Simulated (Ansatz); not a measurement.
Migration of C in Ti

Method: DFT PBE, scalar-relativistic, plane waves, PAW (Ansatz). Settings: 420 eV cutoff, 4×4×4 k-mesh, shifted by half a step, Gaussian smearing of 0.10 eV, no spin polarisation.

Host crystal, relaxed:

```xyz
1
Lattice="0.0000 2.0560 2.0560 2.0560 0.0000 2.0560 2.0560 2.0560 0.0000" Properties=species:S:1:pos:R:3 pbc="T T T"
Ti    0.0000    0.0000    0.0000
```

In a supercell of 16 host sites, interstitial C hops to an equivalent place, moving 1.37 Å between the relaxed ends. Climbing-image nudged elastic band at fixed cell with images 0 (start) to 4 (end), the path measured over all atoms, converged to 0.05 eV/Å; the order of the saddle wasn't checked, and the small cell leaves errors of about a tenth of an eV.

Supercell rows in host cell vectors: -1 -1 3; -1 -1 -1; 3 -1 -1. C was set at (0.250, 0.250, 0.250) of the host cell.

At the relaxed start C has 2 Ti at 2.00 Å, 2 Ti at 2.19 Å, 2 Ti at 2.20 Å.

Problem. How high is the barrier, and where does the atom pass?

Solution. 0.03 eV at image 1, where C has 1 Ti at 2.03 Å, 1 Ti at 2.04 Å, 2 Ti at 2.18 Å, 1 Ti at 2.28 Å, 1 Ti at 2.29 Å, 1 Ti at 3.02 Å, 1 Ti at 3.04 Å. An image lies below the start, so the start isn't the lowest place along this path.

Cost: 1 run of about 95 core-minutes, on Arm Neoverse V2 (shared hosts).